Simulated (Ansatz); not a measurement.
# CoO: the cost of one run

Program: Ansatz 0.2.0. Level of theory: DFT PBE, scalar-relativistic. These are calculated values, not measurements.

## 1. Starting point

Symmetry: Fm-3m, No. 225, cubic system. The conventional cell has a = 4.263 Å, b = 4.263 Å, c = 4.263 Å, α = 90.00°, β = 90.00°, γ = 90.00°. Co (site symmetry m-3m) has 6 O at 2.13 Å as nearest neighbours. O (site symmetry m-3m) is surrounded by 6 Co at 2.13 Å.

Coordinates:

```xyz
2
Lattice="0.0000 2.1315 2.1315 2.1315 0.0000 2.1315 2.1315 2.1315 0.0000" Properties=species:S:1:pos:R:3 pbc="T T T"
Co    0.0000    0.0000    0.0000
O     2.1315    2.1315    2.1315
```

Atoms are numbered in the order of the input: Co1, O2.

## 2. After the deformation

Space group Fm-3m before, I4/mmm after.

## 3. LAPW, all electrons

Input file input.yaml:

```yaml
crystal:
  lattice:
    - [0.0, 2.1315, 2.067555]
    - [2.1315, 0.0, 2.067555]
    - [2.1315, 2.1315, 0.0]
  atoms:
    - { symbol: Co, position: [0.0, 0.0, 0.0], spin: 2.0 }
    - { symbol: O, position: [0.5, 0.5, 0.5] }
magnetization:
  spin_polarized: true
kpoints:
  mp_grid: { grid: [16, 16, 16] }
  band_path:
    path:
      - [0.0, 0.0, 0.0]
      - [0.0, 0.5, 0.5]
      - [0.25, 0.75, 0.5]
      - [0.0, 0.5, 0.0]
      - [0.0, 0.0, 0.0]
      - [0.5, 0.5, 0.0]
      - [0.3828515251, 0.6171484749, 0.0]
      - [-0.3828515251, 0.3828515251, 0.0]
      - [0.0, 0.0, 0.0]
    npoints: 5
scf:
  occupations: { method: fermi_dirac, width: 0.05 }
hamiltonian:
  xc: pbe
  pseudopotentials: { kind: all_electron, lapw: { basis_error: 0.0005 } }
output:
  forces: true
  stress: true
  eigenvalues: true
```

Launch:

```bash
$ ansatz run input.yaml --threads 1 --pin off --max-ram 3072MiB --backend cpu --events-out ev --progress --plain --runs-dir out
```

Q: Estimate wall time and peak memory on 1 thread of Intel Xeon 6975P-C (Granite Rapids), shared host.

About 97 s, with a peak of 1.3 GiB.
